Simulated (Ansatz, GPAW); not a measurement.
This is a calculation of BP for Ansatz 0.2.0. 

input.yaml

```yaml
crystal:
  lattice:
    - [0.0, 2.269, 2.269]
    - [2.269, 0.0, 2.269]
    - [2.269, 2.269, 0.0]
  atoms:
    - { symbol: P, position: [0.75, 0.75, 0.75] }
    - { symbol: B, position: [0.0, 0.0, 0.0] }
kpoints:
  mp_grid: { grid: [10, 10, 10] }
scf:
  occupations: { method: gaussian, width: 0.015 }
hamiltonian:
  xc: pbe
  pseudopotentials: { kind: all_electron, lapw: { basis_error: 0.001 } }
output:
  forces: true
  stress: true
  eigenvalues: true
```

Potentials or basis: all-electron LAPW, scalar-relativistic.

Run with:

```console
$ ansatz run input.yaml --threads 1 --pin off --max-ram 3072MiB --backend cpu --events-out ev --progress --plain --runs-dir out
```

**Question.** Translate it to GPAW 26.7.0 (ASE script). Potentials or basis there: GPAW PAW data sets (gpaw-data 1.2.1), cutoff 800 eV.

**Answer.** As run (cutoffs and basis follow the program's own potentials, and thresholds, step limits or extra output files can differ):

File run.py:

```python
from ase import Atoms
from ase.dft.bandgap import bandgap
from ase.io import write
from ase.units import GPa
from gpaw import GPAW, PW

atoms = Atoms(['P', 'B'],
              cell=[[0.0, 2.269, 2.269],
                    [2.269, 0.0, 2.269],
                    [2.269, 2.269, 0.0]],
              scaled_positions=[[0.75, 0.75, 0.75],
                                [0.0, 0.0, 0.0]],
              pbc=True)

calc = GPAW(mode=PW(800),
            xc='PBE',
            kpts={'size': (10, 10, 10), 'gamma': True},
            occupations={'name': 'methfessel-paxton', 'order': 0, 'width': 0.015},
            nbands=11,
            convergence={'density': 1e-05, 'energy': 1e-05},
            maxiter=150,
            txt='gpaw.txt')
atoms.calc = calc
energy = atoms.get_potential_energy()
forces = atoms.get_forces()
stress = atoms.get_stress()
calc.write('gs.gpw')
write('result.traj', atoms)
print(f'Energy: {energy:.6f} eV')
print('Forces (eV/A):')
print(forces.round(4))
print('Stress (GPa):', (stress / GPa).round(3))
print('Fermi level:', round(calc.get_fermi_level(), 4), 'eV')
print(f'Gap: {bandgap(calc)[0]:.4f} eV, direct: {bandgap(calc, direct=True)[0]:.4f} eV')
```

Potentials or basis: GPAW PAW data sets (gpaw-data 1.2.1), pw.

Launch:

```bash
$ OMP_NUM_THREADS=1 python run.py
```

Both were run:

|  | Ansatz | GPAW |
| --- | --- | --- |
| Pressure | 1.1 GPa | 1.4 GPa |

Where Ansatz's input types no cutoff or centring, it takes its own default and a Γ-centred mesh.

Pressure is positive in compression.
